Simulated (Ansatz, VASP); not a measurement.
# Cross-check of Si31C32 (C_Si-V_C) between VASP and Ansatz

Aim: how closely do two programs agree when they are given the same cell, functional and k mesh? The cell is taken from a series of runs on this material, whose earlier steps may have relaxed, scaled, displaced or heated it; both programs get it as it stands.

Method: plane waves, with VASP 6.6.1 beside it; single point at LDA, in Ansatz 0.2.0.

## Step 1: Set-up

The cell holds 63 atoms: 31 Si and 32 C. Cell: a = 8.658 Å, b = 8.658 Å, c = 8.658 Å, α = 90.0°, β = 90.0°, γ = 90.0°. It derives from SiC (SiC (F-43m)). Nearest the centre at fractional (0.438, 0.438, 0.438): C59 at 1.53 Å, C55 at 2.19 Å, C45 at 2.19 Å, C52 at 2.20 Å, Si11 at 2.42 Å, Si18 at 2.42 Å, Si8 at 2.42 Å, Si26 at 3.13 Å.

Coordinates:

```cif
data_structure
_symmetry_space_group_name_H-M 'P 1'
_symmetry_Int_Tables_number 1
_cell_length_a 8.6579
_cell_length_b 8.6579
_cell_length_c 8.6579
_cell_angle_alpha 90.000
_cell_angle_beta 90.000
_cell_angle_gamma 90.000
_cell_volume 649.00
loop_
_atom_site_label
_atom_site_type_symbol
_atom_site_fract_x
_atom_site_fract_y
_atom_site_fract_z
_atom_site_occupancy
Si1 Si 0.99982 0.99945 0.99994 1
Si2 Si 0.99663 0.24750 0.24801 1
Si3 Si 0.24787 0.99624 0.24802 1
Si4 Si 0.24788 0.24754 0.99672 1
Si5 Si 0.99969 0.99933 0.50150 1
Si6 Si 0.99989 0.24792 0.74791 1
Si7 Si 0.24829 0.99954 0.74792 1
Si8 Si 0.24433 0.24397 0.49663 1
Si9 Si 0.99969 0.50101 0.99982 1
Si10 Si 0.99988 0.74743 0.24840 1
Si11 Si 0.24426 0.49620 0.24446 1
Si12 Si 0.24829 0.74743 0.00002 1
Si13 Si 0.00026 0.49964 0.50013 1
Si14 Si 0.00247 0.74870 0.74918 1
Si15 Si 0.25601 0.49897 0.74396 1
Si16 Si 0.25604 0.74350 0.49948 1
Si17 Si 0.50139 0.99934 0.99984 1
Si18 Si 0.49662 0.24388 0.24442 1
Si19 Si 0.74781 0.99951 0.24839 1
Si20 Si 0.74781 0.24789 0.00000 1
Si21 Si 0.50001 0.99989 0.50015 1
Si22 Si 0.49932 0.25565 0.74395 1
Si23 Si 0.74907 0.00210 0.74917 1
Si24 Si 0.74388 0.25565 0.49946 1
Si25 Si 0.49998 0.49962 0.00035 1
Si26 Si 0.49930 0.74349 0.25616 1
Si27 Si 0.74389 0.49892 0.25612 1
Si28 Si 0.74906 0.74868 0.00261 1
Si29 Si 0.50537 0.74882 0.74932 1
Si30 Si 0.74918 0.50499 0.74931 1
Si31 Si 0.74920 0.74881 0.50547 1
C32 C 0.12289 0.12251 0.37113 1
C33 C 0.12291 0.37062 0.12302 1
C34 C 0.37097 0.12257 0.12304 1
C35 C 0.12365 0.12329 0.87270 1
C36 C 0.12786 0.37412 0.62094 1
C37 C 0.37448 0.12750 0.62093 1
C38 C 0.37476 0.37441 0.87459 1
C39 C 0.12786 0.62048 0.37464 1
C40 C 0.12365 0.87219 0.12377 1
C41 C 0.37447 0.62044 0.12798 1
C42 C 0.37477 0.87416 0.37491 1
C43 C 0.12835 0.62296 0.87152 1
C44 C 0.12835 0.87104 0.62344 1
C45 C 0.39601 0.61391 0.61439 1
C46 C 0.37549 0.87335 0.87387 1
C47 C 0.62085 0.12747 0.37463 1
C48 C 0.62082 0.37411 0.12795 1
C49 C 0.87257 0.12329 0.12377 1
C50 C 0.87453 0.37439 0.37490 1
C51 C 0.62332 0.12798 0.87150 1
C52 C 0.61428 0.39563 0.61439 1
C53 C 0.87140 0.12799 0.62343 1
C54 C 0.87371 0.37511 0.87385 1
C55 C 0.61429 0.61390 0.39613 1
C56 C 0.62331 0.87101 0.12848 1
C57 C 0.87140 0.62294 0.12847 1
C58 C 0.87371 0.87334 0.37560 1
C59 C 0.53987 0.53949 0.53999 1
C60 C 0.62578 0.62540 0.87711 1
C61 C 0.62581 0.87660 0.62591 1
C62 C 0.87698 0.62543 0.62592 1
C63 C 0.87472 0.87435 0.87486 1
```

## Step 2: Ansatz: single point, LDA

Ansatz runs on its default PAW (the set named soft_2) files.

With cell and atoms fixed, the geometry can't cause a difference; cores, projectors, grids and the points listed under the comparison can.

Input file input.yaml:

```yaml
crystal:
  lattice:
    - [8.65794604, 0.0, 0.0]
    - [0.0, 0.0, -8.65794604]
    - [0.0, 8.65794604, 0.0]
  atoms:
    - { symbol: Si_a, position: [-0.00017995026, -0.00054753148, -5.85218e-05] }
    - { symbol: Si, position: [-0.00336752888, 0.24749912589, 0.24801128708] }
    - { symbol: Si, position: [0.24787317842, -0.00375767423, 0.24802073854] }
    - { symbol: Si, position: [0.24788285794, 0.24753553849, -0.00328100241] }
    - { symbol: C, position: [0.1228922408, 0.12251451563, 0.37112798801] }
    - { symbol: C, position: [0.12290755479, 0.37062325659, 0.12302083138] }
    - { symbol: C, position: [0.37097017223, 0.12256529918, 0.12304486763] }
    - { symbol: Si, position: [-0.00030704765, -0.00067036082, 0.50149661472] }
    - { symbol: Si, position: [-0.00010608489, 0.24791706565, 0.74791220037] }
    - { symbol: Si, position: [0.2482864196, -0.00045803212, 0.74791892224] }
    - { symbol: Si, position: [0.24432763448, 0.24397416059, 0.49662506215] }
    - { symbol: C, position: [0.12365399684, 0.12329161214, 0.87269810901] }
    - { symbol: C, position: [0.12785747647, 0.37412008182, 0.62093628043] }
    - { symbol: C, position: [0.37447825761, 0.12749765071, 0.62092777533] }
    - { symbol: C, position: [0.37475968839, 0.37440905261, 0.87459004059] }
    - { symbol: Si, position: [-0.00031060488, 0.501014736, -0.0001813322] }
    - { symbol: Si, position: [-0.00012291847, 0.74742792706, 0.24840304574] }
    - { symbol: Si_e, position: [0.24426255579, 0.4962047947, 0.24445748415] }
    - { symbol: Si, position: [0.24828565094, 0.74742853817, 2.34088e-05] }
    - { symbol: C, position: [0.12785860504, 0.62048267566, 0.37464109894] }
    - { symbol: C, position: [0.1236542258, 0.87219457641, 0.12377447946] }
    - { symbol: C_g, position: [0.3744743546, 0.62043503503, 0.12797856426] }
    - { symbol: C, position: [0.37476603435, 0.87415530852, 0.37491188495] }
    - { symbol: Si, position: [0.00025768829, 0.49964483025, 0.50013353543] }
    - { symbol: Si, position: [0.00247015206, 0.74869912037, 0.74918396941] }
    - { symbol: Si, position: [0.25600659565, 0.49896831385, 0.74395844709] }
    - { symbol: Si, position: [0.25603505216, 0.74350349137, 0.49947671153] }
    - { symbol: C, position: [0.12835029038, 0.62295971075, 0.8715160043] }
    - { symbol: C, position: [0.12834839956, 0.87103775185, 0.62344208428] }
    - { symbol: C, position: [0.39601118922, 0.61390778491, 0.61439162152] }
    - { symbol: C, position: [0.37548625421, 0.87335221024, 0.87386503353] }
    - { symbol: Si, position: [0.50138570718, -0.0006636491, -0.00015893677] }
    - { symbol: Si, position: [0.49662466337, 0.24387874098, 0.24442436565] }
    - { symbol: Si, position: [0.74781053366, -0.00049354062, 0.24839002121] }
    - { symbol: Si, position: [0.74780509631, 0.24789392192, -2.12167e-06] }
    - { symbol: C, position: [0.62085223772, 0.12747012657, 0.37463330446] }
    - { symbol: C, position: [0.62081974703, 0.37410629288, 0.12795124321] }
    - { symbol: C, position: [0.87256708216, 0.12328699801, 0.1237701512] }
    - { symbol: C, position: [0.8745283819, 0.37439498021, 0.37489921818] }
    - { symbol: Si, position: [0.50001416655, -0.00011421921, 0.50014762203] }
    - { symbol: Si, position: [0.4993194947, 0.25565433013, 0.74395433278] }
    - { symbol: Si, position: [0.74907191741, 0.00210311482, 0.74916987576] }
    - { symbol: Si, position: [0.7438775897, 0.25565290467, 0.49946075633] }
    - { symbol: C, position: [0.62331911023, 0.12797576895, 0.87149982864] }
    - { symbol: C, position: [0.61428037919, 0.39562500706, 0.61438687811] }
    - { symbol: C, position: [0.87139955576, 0.12798676282, 0.62343198466] }
    - { symbol: C, position: [0.87371113352, 0.37510986316, 0.87384947357] }
    - { symbol: Si, position: [0.49997899306, 0.49962162974, 0.00035232913] }
    - { symbol: Si_f, position: [0.49930039074, 0.74349352967, 0.25616120155] }
    - { symbol: Si, position: [0.74389325632, 0.49892123239, 0.25611773912] }
    - { symbol: Si, position: [0.74906082626, 0.74867774387, 0.00260781889] }
    - { symbol: C_d, position: [0.61428868033, 0.61389995099, 0.39612965064] }
    - { symbol: C, position: [0.62330866253, 0.8710124959, 0.12848127212] }
    - { symbol: C, position: [0.87139688874, 0.6229380872, 0.12847330272] }
    - { symbol: C, position: [0.87371290873, 0.87334425106, 0.37560299394] }
    - { symbol: C_c, position: [0.53987247245, 0.53948847407, 0.53998773349] }
    - { symbol: Si, position: [0.50536632272, 0.74882140115, 0.74932439389] }
    - { symbol: Si, position: [0.74918254917, 0.50498941493, 0.74931030356] }
    - { symbol: Si, position: [0.74919725157, 0.74880839559, 0.50547000443] }
    - { symbol: C, position: [0.62577818129, 0.62540120454, 0.87710772355] }
    - { symbol: C, position: [0.62580647089, 0.87659583083, 0.62590893671] }
    - { symbol: C, position: [0.87697534815, 0.62543197092, 0.62592143967] }
    - { symbol: C_b, position: [0.87471726139, 0.8743539654, 0.87485755215] }
basis:
  ecutwfc: 420
  xc_grid: 2
hamiltonian:
  xc: lda
kpoints:
  mp_grid: { grid: [1, 1, 1] }
scf:
  occupations: { method: fermi_dirac, width: 0.01 }
  max_iter: 60
output:
  forces: true
  eigenvalues: true
  core_levels:
    shells:
      Si_a: "2p"
      C_b: "1s"
      C_c: "1s"
      C_d: "1s"
      Si_e: "2p"
      Si_f: "2p"
      C_g: "1s"
    eps_inf: 7.06
```

The run is started by

```console
ansatz run input.yaml --threads 4 --pin off --max-ram 9420MiB --backend cpu --events-out ev --progress --plain --runs-dir out
```

Numbers of over 12 decimals in the logs are rounded to 6 here.

Output:

```text
Engine: ansatz 0.2.0, aarch64-unknown-linux-gnu
Pseudopotentials: kind: paw
Pseudopotential: Si, paw, valence charge 4, recommended cutoff 420 eV (normal), Si.paw.azcp
Pseudopotential: C, paw, valence charge 4, recommended cutoff 420 eV (normal), C.paw.azcp
Functional definition: SPW92
  exchange = slater_x
  correlation = pw_c
Crystal: 63 atoms, lattice volume = 649.000 Å³
Basis set: ecut = 420 eV, 12797 PW (Γ), exchange–correlation on 120×120×120 points (8 copies of the dense FFT grid, shifted against one another)
Bands: 189, of which v1, the nominal top of the filled ones, is band 126 counted from 1 (125 counted from 0)
Symmetry: 1 space group operations
Space group: P1 (ITA 1), of the structure as read, at distance tolerance 8.7e-5 Å
k-points: 1
Non-local potential: Si, projectors of the file, l = 0: 2, l = 1: 2, l = 2: 2
Non-local potential: C, projectors of the file, l = 0: 2, l = 1: 2, l = 2: 1
PAW form: soft (Blöchl's): semilocal exchange-correlation on the pseudo side does not see the compensation charge
PAW frozen core: Si, regenerated for the run's functional, and the local potential with it (the file was generated under x = pbe(κ = 0.804, μ = 0.219515), c = pbe(β = 0.066725))
PAW frozen core: C, regenerated for the run's functional, and the local potential with it (the file was generated under x = pbe(κ = 0.804, μ = 0.219515), c = pbe(β = 0.066725))
PAW one-centre angular grid: Si, 110 points (default); XC on 64 Gauss nodes
PAW one-centre angular grid: C, 110 points (default); XC on 64 Gauss nodes
Initial density: superposition of atomic densities (neutral atoms: chi_scale 0, normalization atom), corrected by the library's trained network
Initial wavefunctions: pseudopotential atomic-orbital guess
Functional: x = slater, c = lda
SCF iter   1: F=—  HF=-26652.743646 eV  |F-HF|=—  |Δ(HF+E_count)|=         —  Δρ=7.72e-3  dr2=8.29e-1  ethr=1.77e-3  ⟨swp⟩=6.0  Hψ=872  notcnv=0  defer=23
preconditioner: auto → Resta (q_TF=auto, 2.330 Å⁻¹)  ε∞=4.9  [insulator: Δε(μ)=0.278 eV  Ē_g=11.790 eV  σ=0.010 eV  W_gap=1.00  n_scr=146 (ndim 8)  ℏωp=23.1 eV  f_vac=0.000  D(μ)=0.00/eV (n_scr^D=0)  ε∞_Penn≈4.9]
SCF iter   2: F=—  HF=-26652.561721 eV  |F-HF|=—  |Δ(HF+E_count)|=   1.82e-1  Δρ=4.17e-3  dr2=2.37e-1  ethr=3.29e-4  ⟨swp⟩=2.0  Hψ=229  notcnv=0  defer=54
SCF iter   3: F=—  HF=-26652.487087 eV  |F-HF|=—  |Δ(HF+E_count)|=   7.46e-2  Δρ=6.79e-4  dr2=4.42e-3  ethr=9.42e-5  ⟨swp⟩=3.0  Hψ=237  notcnv=0  defer=57
SCF iter   4: F=—  HF=-26652.485984 eV  |F-HF|=—  |Δ(HF+E_count)|=   1.10e-3  Δρ=2.13e-4  dr2=3.63e-4  ethr=1.76e-6  ⟨swp⟩=2.0  Hψ=257  notcnv=0  defer=57
SCF iter   5: F=—  HF=-26652.485907 eV  |F-HF|=—  |Δ(HF+E_count)|=   7.72e-5  Δρ=4.74e-5  dr2=2.00e-5  ethr=1.44e-7  ⟨swp⟩=2.0  Hψ=258  notcnv=0  defer=57
SCF iter   6: F=—  HF=-26652.485786 eV  |F-HF|=—  |Δ(HF+E_count)|=   1.21e-4  Δρ=1.22e-5  dr2=1.16e-6  ethr=7.95e-9  ⟨swp⟩=2.0  Hψ=314  notcnv=0  defer=57
SCF iter   7: F=-26652.485785 eV  HF=-26652.485785 eV  |F-HF|=1.83e-8  |Δ(HF+E_count)|=   1.82e-7  Δρ=2.43e-6  dr2=4.94e-8  ethr=3.97e-11  ⟨swp⟩=17.0  Hψ=1313  notcnv=0
SCF 1 converged in 7 iterations: F = -26652.485785 eV  dr2 = 4.94e-8
  greatest PAW one-centre occupation: 0.643 electrons in one spin orbital (limit 2), on the C atom at site 54 (counted from 0), in its partial waves of l = 0
── core hole 1/7: 2p of Si_a 0 ──
── 2p of Si_a 0: 89.423 eV over the cell without the hole, in 10 iterations ──
── core hole 2/7: 2p of Si_e 17 ──
── 2p of Si_e 17: 89.614 eV over the cell without the hole, in 13 iterations ──
── core hole 3/7: 1s of C_g 21 ──
── 1s of C_g 21: 268.462 eV over the cell without the hole, in 12 iterations ──
── core hole 4/7: 2p of Si_f 48 ──
── 2p of Si_f 48: 89.567 eV over the cell without the hole, in 10 iterations ──
── core hole 5/7: 1s of C_d 51 ──
── 1s of C_d 51: 269.053 eV over the cell without the hole, in 13 iterations ──
── core hole 6/7: 1s of C_c 55 ──
── 1s of C_c 55: 270.089 eV over the cell without the hole, in 11 iterations ──
── core hole 7/7: 1s of C_b 62 ──
── 1s of C_b 62: 268.143 eV over the cell without the hole, in 12 iterations ──
SCF converged after 7 iterations
Free energy (F): -26652.485785 eV
Harris-Foulkes:  -26652.485785 eV  (|F-HF|=1.83e-8)
Internal energy: -26652.485781 eV  (E = F + TS)
E sigma→0 (E₀):  -26652.485783 eV
Entropy (-TS):   -0.000004 eV (-0.000 meV/atom)
Fermi energy:    10.558789 eV
--- Per-component energies (eV) ---
  E_band       = 842.527434
  E_kinetic    = 4316.068777
  E_local      = -3600.361531  (includes V_loc(G=0)·N_el)
  E_nonlocal   = 1697.915065
  E_hartree    = 1107.230285
  E_xc         = -3294.381203
  E_vxc        = -3450.936837  (∫ρ·V_xc dr)
  E_paw        = -18010.775682  (= ΣΔE_a)
  E_vpaw       = -334.613393  (= ΣTr[D̂ρ^β])
  E_aug_tail   = 0.000486  (compensation charges beyond the density's cutoff)
  E_ewald      = -8872.806871
  E_core_change = 4.624893  (= ΣΔE_core)
  E_smearing   = -0.000004  (= −TS)
  E_closure    = -0.000000  (closes the sum)
  Σ components = -26652.485785   (vs F -26652.485785, Δ=0.00e0)
--- Forces (eV/Å), atoms counted from 1 ---
  atom   1  Si_a    -0.00024761     0.00076064     0.00095266
  atom   2  Si      -0.00690803    -0.00074728    -0.00218410
  atom   3  Si       0.00197853    -0.00077512     0.00395958
  atom   4  Si       0.00242128    -0.00208659    -0.00064351
  atom   5  C       -0.00166502    -0.00380777     0.00094024
  atom   6  C       -0.00417174    -0.00161980     0.00110641
  atom   7  C        0.00095187    -0.00463798     0.00670683
  atom   8  Si       0.00366396     0.00665173    -0.00250105
  atom   9  Si       0.00382269     0.00072091     0.00486053
  atom  10  Si      -0.00500398     0.00032240    -0.00166108
  atom  11  Si       0.00393997    -0.00638618    -0.00361673
  atom  12  C       -0.00080558    -0.00140626     0.00059357
  atom  13  C       -0.00513809     0.00525223    -0.00422277
  atom  14  C        0.00526947     0.00612195     0.00451348
  atom  15  C        0.00217627     0.00087093    -0.00103506
  atom  16  Si       0.00591011     0.00340455    -0.00404309
  atom  17  Si       0.00585592    -0.00470720    -0.00116253
  atom  18  Si_e     0.00644054    -0.00003976     0.00764763
  atom  19  Si      -0.00541974     0.00295834     0.00083836
  atom  20  C       -0.00721568     0.00241281    -0.00461858
  atom  21  C       -0.00119923     0.00074719    -0.00101329
  atom  22  C_g      0.00484953    -0.00162100    -0.00606507
  atom  23  C        0.00305480     0.00130381     0.00304976
  atom  24  Si       0.00003481     0.00032261     0.00074680
  atom  25  Si       0.00130990     0.00241169    -0.00251440
  atom  26  Si       0.00362298     0.00271711     0.00379829
  atom  27  Si       0.00129905    -0.00544570    -0.00221633
[...]
atom  49  Si_f    -0.00123149     0.00022189     0.00088327
[...]
atom  52  C_d     -0.00328652    -0.00702922     0.00452464
[...]
atom  54  C       -0.00324453    -0.00037979    -0.00101801
  atom  55  C       -0.00048591    -0.00202410     0.00104749
  atom  56  C_c      0.00270147     0.00230107    -0.00386774
  atom  57  Si       0.00708108    -0.00111993    -0.00031523
  atom  58  Si       0.00100379    -0.00016980    -0.00721087
  atom  59  Si      -0.00115507     0.00897064    -0.00071861
  atom  60  C        0.00110974    -0.00260684    -0.00156775
  atom  61  C       -0.00219424     0.00017096     0.00167692
  atom  62  C       -0.00207202    -0.00148501     0.00299348
  atom  63  C_b     -0.00035920    -0.00153093     0.00078005
  max |Σ_I F_I| component: 4.46e-5 eV/Å
--- Band table (eV) ---
  k-point 0: bands = [... 122 lower, 8.9608, 9.1184, 9.1186, 10.4409, 10.6834, 10.6837, 11.6457, 11.8573, ... 59 higher]
--- Core levels from the valence top (the input states a gap; a hole's nearest image at 8.7 Å) ---
  the holes have spin, beside a run without
  atom         alike  shell      binding/eV   shift/eV difference/eV images/eV   SCF
  Si_a 0           1     2p         100.184     +0.000        89.423    +0.334    10
  Si_e 17          1     2p         100.356     +0.173        89.614    +0.334    13
  C_g 21           1     1s         279.195     +0.000       268.462    +0.334    12
  Si_f 48          1     2p         100.333     +0.150        89.567    +0.334    10
  C_d 51           1     1s         279.782     +0.587       269.053    +0.334    13
  C_c 55           1     1s         280.758     +1.563       270.089    +0.334    11
  C_b 62           1     1s         278.890     -0.305       268.143    +0.334    12
  the dataset of Si_a with a 2p hole: scattering error 0.000 eV (0.000 eV in the local channel); free atom: scalar-relativistic, large and small components
  the two lines of Si_a's 2p: 2p1/2 +0.408 eV and 2p3/2 -0.204 eV off its levels, 1 : 2 in strength
  the dataset of Si_e with a 2p hole: scattering error 0.000 eV (0.000 eV in the local channel); free atom: scalar-relativistic, large and small components
  the two lines of Si_e's 2p: 2p1/2 +0.408 eV and 2p3/2 -0.204 eV off its levels, 1 : 2 in strength
  the dataset of C_g with a 1s hole: scattering error 0.003 eV (0.001 eV in the local channel); free atom: scalar-relativistic, large and small components
  the dataset of Si_f with a 2p hole: scattering error 0.000 eV (0.000 eV in the local channel); free atom: scalar-relativistic, large and small components
  the two lines of Si_f's 2p: 2p1/2 +0.408 eV and 2p3/2 -0.204 eV off its levels, 1 : 2 in strength
  the dataset of C_d with a 1s hole: scattering error 0.003 eV (0.001 eV in the local channel); free atom: scalar-relativistic, large and small components
  the dataset of C_c with a 1s hole: scattering error 0.003 eV (0.001 eV in the local channel); free atom: scalar-relativistic, large and small components
  the dataset of C_b with a 1s hole: scattering error 0.003 eV (0.001 eV in the local channel); free atom: scalar-relativistic, large and small components
  the highest filled level without a hole stands at 10.4409 eV, at the point (0.0000, 0.0000, 0.0000)
  Si_a 0 2p: the alignment adds -0.0142 eV (standard deviation 0.0551 over 34 far atoms)
  Si_e 17 2p: the alignment adds -0.0328 eV (standard deviation 0.0534 over 35 far atoms)
  C_g 21 1s: the alignment adds -0.0418 eV (standard deviation 0.0358 over 33 far atoms)
  Si_f 48 2p: the alignment adds -0.0084 eV (standard deviation 0.0380 over 34 far atoms)
  C_d 51 1s: the alignment adds -0.0463 eV (standard deviation 0.0282 over 32 far atoms)
  C_c 55 1s: the alignment adds -0.1059 eV (standard deviation 0.0337 over 32 far atoms)
  C_b 62 1s: the alignment adds -0.0289 eV (standard deviation 0.0447 over 34 far atoms)
  a level is its difference with the images' term at an eps_inf of 7.06, the alignment and the highest filled level
```

(Continued in part 2 of 2.)

[Lines on the potential files, build, host, timing and source positions are cut from VASP's logs without a mark.]

[Logs are printed without paths, hosts, clocks, repeated set-up lines and the standing remarks that a program may print on its own settings, such as how far it seeks lower states.]

[Hosts, paths, dates, database ids (printed as entryN), source tags and the programs' standing remarks are cut or masked in the printed files.]
